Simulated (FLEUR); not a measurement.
# C (P6_3/mmc) in FLEUR: further runs, part 2 of 2

FLEUR MaX-R8.1 (later development tree).

## 3. Equation of state, LDA (Perdew-Zunger), 5.33 Å³/atom (volume scaled by 0.94)

The COD entry that gives the cell may itself be a prediction, so a difference from it is no test against experiment.

Changes to inp.xml since step 2:

```diff
@@ -6,3 +6,3 @@
    <calculationSetup>
-      <cutoffs Kmax="5.33" Gmax="16.5" GmaxXC="16.5" numbands="0"/>
+      <cutoffs Kmax="5.5" Gmax="17.0" GmaxXC="17.0" numbands="0"/>
       <scfLoop itmax="60" minDistance="0.00001" maxIterBroyd="15" imix="Anderson" alpha="0.05" precondParam="0.0" spinf="2.0" sdNocoIR="T"/>
@@ -24,3 +24,3 @@
       <xi:include xmlns:xi="http://www.w3.org/2001/XInclude" href="sym.xml"> </xi:include>
-      <bulkLattice scale="1.0">
+      <bulkLattice scale="0.9795861087">
          <bravaisMatrix>
@@ -34,3 +34,3 @@
       <species name="Carbon (C)" element="C" atomicNumber="6">
-         <mtSphere radius="1.35" gridPoints="447" logIncrement="0.023"/>
+         <mtSphere radius="1.31" gridPoints="447" logIncrement="0.023"/>
          <atomicCutoffs lmax="8" lnonsphr="6"/>
```

Potentials or basis: all-electron, FLAPW.

Started as:

```sh
> inpgen -f crystal.txt -profile fastHighL
> # inp.xml edited to the form shown
> fleur_MPI
```

What it wrote:

```text
Welcome to FLEUR        (www.flapw.de)
      MaX-Release 8.1          (www.max-centre.eu)

 ========== k-point set info ==========
 Selected k-point list: default-1
 k-point list type: mesh
 12 x 12 x 3
 Number of k points: 38

 ------------Calculation Setup---------------------------
 Number of MPI-tasks      :            1
 Number of PE/node        :            1
 Number of OMP-threads    :            1
 Most efficient MPI parallelization for:
           1           2          19          38
 Additional eigenvalue parallelization possible
 Number of basis functions:         1422
 Approximate size of matrices (H+S) per k-point:         0.030 GB
 --------------------------------------------------------
 Iteration:     1   Distance:      28.57048969 me/bohr^3
 Iteration:     2   Distance:      26.88363234 me/bohr^3
 Iteration:     3   Distance:       4.37901065 me/bohr^3
 Iteration:     4   Distance:       2.00831287 me/bohr^3
 Iteration:     5   Distance:       0.33653173 me/bohr^3
 Iteration:     6   Distance:       0.17186626 me/bohr^3
 Iteration:     7   Distance:       0.17109519 me/bohr^3
 Iteration:     8   Distance:       0.03385226 me/bohr^3
 Iteration:     9   Distance:       0.00404609 me/bohr^3
 Iteration:    10   Distance:       0.00462143 me/bohr^3
 Iteration:    11   Distance:       0.00142602 me/bohr^3
 Iteration:    12   Distance:       0.00003932 me/bohr^3
 Iteration:    13   Distance:       0.00002940 me/bohr^3
 Iteration:    14   Distance:       0.00000310 me/bohr^3

 ********************************************************************
 Run finished successfully
 Stop message:
   all done
 ********************************************************************
```

out.xml (last iteration):

```text
<iteration numberForCurrentRun="   14" overallNumber="   14">
         <energyParameters units="Htr">
            <atomicEP atomType="1" spin="1" branch="2s" branchLowest="-9.16" branchHighest="3.09" value="-0.2811675048"/>
            <atomicEP atomType="1" spin="1" branch="2p" branchLowest="-9.99" branchHighest="2.51" value="-0.0905244702"/>
            <atomicEP atomType="1" spin="1" branch="3d" branchLowest="-9.99" branchHighest="7.39" value="0.1103199274"/>
            <atomicEP atomType="1" spin="1" branch="4f" branchLowest="-9.99" branchHighest="12.36" value="0.2700635644"/>
            <loAtomicEP atomType="1" spin="1" branch="2s" branchLowest="-9.16" branchHighest="3.09" value="-0.2811675048"/>
            <loAtomicEP atomType="1" spin="1" branch="2p" branchLowest="-9.99" branchHighest="2.51" value="-0.0905362342"/>
            <loAtomicEP atomType="1" spin="1" branch="3d" branchLowest="-9.99" branchHighest="7.39" value="0.1103226514"/>
            <atomicEP atomType="2" spin="1" branch="2s" branchLowest="-9.16" branchHighest="3.09" value="-0.2801689243"/>
            <atomicEP atomType="2" spin="1" branch="2p" branchLowest="-9.99" branchHighest="2.52" value="-0.0895265059"/>
            <atomicEP atomType="2" spin="1" branch="3d" branchLowest="-9.99" branchHighest="7.39" value="0.1113172810"/>
            <atomicEP atomType="2" spin="1" branch="4f" branchLowest="-9.99" branchHighest="12.36" value="0.2710608858"/>
            <loAtomicEP atomType="2" spin="1" branch="2s" branchLowest="-9.16" branchHighest="3.09" value="-0.2801689243"/>
            <loAtomicEP atomType="2" spin="1" branch="2p" branchLowest="-9.99" branchHighest="2.52" value="-0.0895382679"/>
            <loAtomicEP atomType="2" spin="1" branch="3d" branchLowest="-9.99" branchHighest="7.39" value="0.1113199947"/>
            <atomicEP atomType="3" spin="1" branch="2s" branchLowest="-9.16" branchHighest="3.09" value="-0.2817565741"/>
            <atomicEP atomType="3" spin="1" branch="2p" branchLowest="-9.99" branchHighest="2.51" value="-0.0911213262"/>
            <atomicEP atomType="3" spin="1" branch="3d" branchLowest="-9.99" branchHighest="7.38" value="0.1097174785"/>
            <atomicEP atomType="3" spin="1" branch="4f" branchLowest="-9.99" branchHighest="12.36" value="0.2694610634"/>
            <loAtomicEP atomType="3" spin="1" branch="2s" branchLowest="-9.16" branchHighest="3.09" value="-0.2817565741"/>
            <loAtomicEP atomType="3" spin="1" branch="2p" branchLowest="-9.99" branchHighest="2.51" value="-0.0911330873"/>
            <loAtomicEP atomType="3" spin="1" branch="3d" branchLowest="-9.99" branchHighest="7.38" value="0.1097202088"/>
         </energyParameters>
         <eigenvalues>
            <eigenvaluesAt spin="1" ikpt="1" k_x="0.00000000" k_y="0.00000000" k_z="0.00000000">
                      -0.3280563227       -0.2995525307       -0.2978193196       -0.2125281741       -0.2116245934
                      -0.0992345209       -0.0306330187        0.1289199642        0.1306174524        0.3427438807
                       0.3457569629        0.3756959415        0.3756959415        0.3928723299        0.3928723300
                       0.3991039712        0.3991039712        0.4464297927        0.4464297927        0.4521876968
                       0.4521876968        0.4845545634        0.4906169530        0.4906169530        0.6889759868
                       0.6889759868        0.7034346632        0.7300784897        0.7300784897        0.7508547399
                       0.7508547399        0.7600581003        0.7801398782        0.7887553851        0.7887553851
                       0.8099248883        0.8189451733
            </eigenvaluesAt>
            <eigenvaluesAt spin="1" ikpt="2" k_x="0.00000000" k_y="0.00000000" k_z="0.33333333">
                      -0.3247861195       -0.3149935915       -0.2759730216       -0.2470267584       -0.1717384651
[... 36 lines left out ...]
               <mtCharge atomType="3" total="2.0169707" s="0.6056857" p="1.3775783" d="0.0302263" f="0.0028985"/>
            </mtCharges>
            <spinDependentCharge spin="1" total="48.0000000" interstitial="23.8011265" mtSpheres="24.1988735"/>
            <totalCharge value="48.0000000000"/>
         </valenceDensity>
         <coreStates atomType="     1" atomicNumber="  6" spin="1" kinEnergy="     31.4461126572" eigValSum="    -18.3383927321" lostElectrons=" 0.000277">
            <state n="1" l="0" j="0.5" energy="-9.1691963661" weight="1.0000000000"/>
         </coreStates>
         <coreStates atomType="     2" atomicNumber="  6" spin="1" kinEnergy="     31.4462933103" eigValSum="    -18.3365215076" lostElectrons=" 0.000277">
            <state n="1" l="0" j="0.5" energy="-9.1682607538" weight="1.0000000000"/>
         </coreStates>
         <coreStates atomType="     3" atomicNumber="  6" spin="1" kinEnergy="     31.4459584612" eigValSum="    -18.3389898837" lostElectrons=" 0.000277">
            <state n="1" l="0" j="0.5" energy="-9.1694949419" weight="1.0000000000"/>
         </coreStates>
         <allElectronCharges>
            <spinDependentCharge spin="1" total="72.0000000" interstitial="23.8044272" mtSpheres="48.1955728"/>
            <totalCharge value="71.9999999862"/>
         </allElectronCharges>
         <moessbauerParams unitsHFF="kG" unitsIS="e/bohr^3" unitsEFG="Htr/bohr^2">
            <coreIsomerShift atomType="1" isTotal="121.65533">
               <shell n="1" l="0" isomerShift="121.65533"/>
            </coreIsomerShift>
            <coreIsomerShift atomType="2" isTotal="121.65611">
               <shell n="1" l="0" isomerShift="121.65611"/>
            </coreIsomerShift>
            <coreIsomerShift atomType="3" isTotal="121.65477">
               <shell n="1" l="0" isomerShift="121.65477"/>
            </coreIsomerShift>
            <isomerShift atomType="1" nucleusRadius="0.0000541" averageDensity="126.09100"/>
            <isomerShift atomType="2" nucleusRadius="0.0000541" averageDensity="126.08367"/>
            <isomerShift atomType="3" nucleusRadius="0.0000541" averageDensity="126.09288"/>
            <electricFieldGradient atomType="1" VXX="0.00219" VYY="0.00219" VZZ="-0.00437" asymParam="0.00000">
            </electricFieldGradient>
            <electricFieldGradient atomType="2" VXX="-0.00067" VYY="-0.00067" VZZ="0.00133" asymParam="0.00000">
            </electricFieldGradient>
            <electricFieldGradient atomType="3" VXX="-0.00696" VYY="-0.00696" VZZ="0.01391" asymParam="0.00000">
            </electricFieldGradient>
         </moessbauerParams>
         <totalEnergy                                    value="     -453.7430121984" units="Htr">
            <sumOfEigenvalues                            value="     -213.0784973540">
               <coreElectrons value="-220.0556164937"/>
               <valenceElectrons value="6.9771191397"/>
            </sumOfEigenvalues>
            <densityCoulombPotentialIntegral value="-583.5245544521"/>
            <densityEffectivePotentialIntegral value="-664.8530139366"/>
            <chargeDenXCDenIntegral value="-61.7816997182"/>
            <FockExchangeEnergyValence value="0.0000000000"/>
            <FockExchangeEnergyCore value="0.0000000000"/>
            <atomTypeDependentContributions atomType="1">
               <electronNucleiInteractionDifferentMTs value="165.4511782610"/>
               <MadelungTerm value="-18.5380668834"/>
            </atomTypeDependentContributions>
            <atomTypeDependentContributions atomType="2">
               <electronNucleiInteractionDifferentMTs value="165.4475503567"/>
               <MadelungTerm value="-18.5501762399"/>
            </atomTypeDependentContributions>
            <atomTypeDependentContributions atomType="3">
               <electronNucleiInteractionDifferentMTs value="165.4606157991"/>
               <MadelungTerm value="-18.5259642966"/>
            </atomTypeDependentContributions>
            <tkbTimesEntropy value="0.0000000000"/>
            <freeEnergy value="-453.7430121984"/>
            <extrapolationTo0K value="-453.7430121984"/>
         </totalEnergy>
         <densityConvergence units="me/bohr^3">
            <chargeDensity spin="1" distance="0.0000031024"/>
         </densityConvergence>
      </iteration>
```

Wall time 8.4 min (1 thread of Arm Neoverse V2, shared host); peak memory 0.14 GiB.

What came out:

```
Free energy                                           : -12346.9764 eV
Band gap on the k mesh                                : 4.52 eV, indirect (least direct gap 5.40 eV)
Valence electrons inside the program's atomic spheres : C 2.02 (radii C 1.31 bohr)
```

Caveat: an odd mesh through Γ misses points on the zone boundary, where band edges often lie.

## 4. Equation of state, LDA (Perdew-Zunger), 5.45 Å³/atom (volume scaled by 0.96)

Changes to inp.xml since step 3:

```diff
@@ -24,3 +24,3 @@
       <xi:include xmlns:xi="http://www.w3.org/2001/XInclude" href="sym.xml"> </xi:include>
-      <bulkLattice scale="0.9795861087">
+      <bulkLattice scale="0.9864848297">
          <bravaisMatrix>
```

Started as:

```sh
> inpgen -f crystal.txt -profile fastHighL
> # inp.xml edited to the form shown
> fleur_MPI
```

It took 8.6 min on 1 thread of Arm Neoverse V2, shared host; peak memory 0.15 GiB.

It converged, with:

```yaml
Free_energy: -12347.0798 eV
Band_gap_on_the_k_mesh: 4.46 eV, indirect (least direct gap 5.35 eV)
Valence_electrons_inside_the_program's_atomic_spheres: C 2.00 (radii C 1.31 bohr)
```

Caveat: an odd mesh through Γ misses points on the zone boundary, where band edges often lie.

## 5. Equation of state, LDA (Perdew-Zunger), 5.67 Å³/atom

Changes to inp.xml since step 4:

```diff
@@ -24,3 +24,3 @@
       <xi:include xmlns:xi="http://www.w3.org/2001/XInclude" href="sym.xml"> </xi:include>
-      <bulkLattice scale="0.9864848297">
+      <bulkLattice scale="1.0000000000">
          <bravaisMatrix>
```

Started as:

```sh
> inpgen -f crystal.txt -profile fastHighL
> # inp.xml edited to the form shown
> fleur_MPI
```

Run time: 9.6 min. Hardware: 1 thread of Arm Neoverse V2, shared host; peak memory 0.15 GiB.

It converged, with:

* Free energy: -12347.0335 eV
* Band gap on the k mesh: 4.35 eV, indirect (least direct gap 5.25 eV)
* Valence electrons inside the program's atomic spheres: C 1.96 (radii C 1.31 bohr)

Caveat: an odd mesh through Γ misses points on the zone boundary, where band edges often lie.

## 6. Equation of state, LDA (Perdew-Zunger), 5.90 Å³/atom (volume scaled by 1.04)

Changes to inp.xml since step 5:

```diff
@@ -24,3 +24,3 @@
       <xi:include xmlns:xi="http://www.w3.org/2001/XInclude" href="sym.xml"> </xi:include>
-      <bulkLattice scale="1.0000000000">
+      <bulkLattice scale="1.0131594038">
          <bravaisMatrix>
```

Potentials or basis: all-electron, FLAPW.

Started as:

```sh
> inpgen -f crystal.txt -profile fastHighL
> # inp.xml edited to the form shown
> fleur_MPI
```

It took 10 min on 1 thread of Arm Neoverse V2, shared host; peak memory 0.16 GiB.

It converged, with:

| Quantity | Value |
| --- | --- |
| Free energy | -12346.6987 eV |
| Band gap on the k mesh | 4.24 eV, indirect (least direct gap 5.16 eV) |
| Valence electrons inside the program's atomic spheres | C 1.92 (radii C 1.31 bohr) |

Caveat: an odd mesh through Γ misses points on the zone boundary, where band edges often lie.

## 7. Equation of state, LDA (Perdew-Zunger), 6.01 Å³/atom (volume scaled by 1.06)

Changes to inp.xml since step 6:

```diff
@@ -24,3 +24,3 @@
       <xi:include xmlns:xi="http://www.w3.org/2001/XInclude" href="sym.xml"> </xi:include>
-      <bulkLattice scale="1.0131594038">
+      <bulkLattice scale="1.0196128224">
          <bravaisMatrix>
```

Started as:

```sh
> inpgen -f crystal.txt -profile fastHighL
> # inp.xml edited to the form shown
> fleur_MPI
```

It took 12 min on 1 thread of Arm Neoverse V2, shared host; peak memory 0.16 GiB.

Results (log left out):

* Free energy: -12346.4390 eV
* Band gap on the k mesh: 4.19 eV, indirect (least direct gap 5.11 eV)
* Valence electrons inside the program's atomic spheres: C 1.91 (radii C 1.31 bohr)

Caveat: an odd mesh through Γ misses points on the zone boundary, where band edges often lie.

## 8. Equation of state, LDA (Perdew-Zunger)

Potentials or basis: all-electron, FLAPW.

No new run: the results of the series are fitted here.

Results:

* Equilibrium volume: 5.52 Å³/atom
* Bulk modulus at fixed shape and positions: 466 GPa
* Pressure derivative of the bulk modulus: 3.6 (rough: it moves with the points fitted)

Energy against volume, from the lowest point:
```
volume (Å³/atom)  energy (meV/atom)
           5.332               8.62
           5.445               0.00
           5.672               3.86
           5.899              31.76
           6.012              53.40
```

Caveat: the cell was scaled at fixed shape and fractional positions, which overstates the stiffness of a crystal with free parameters, most of all of layers and chains.
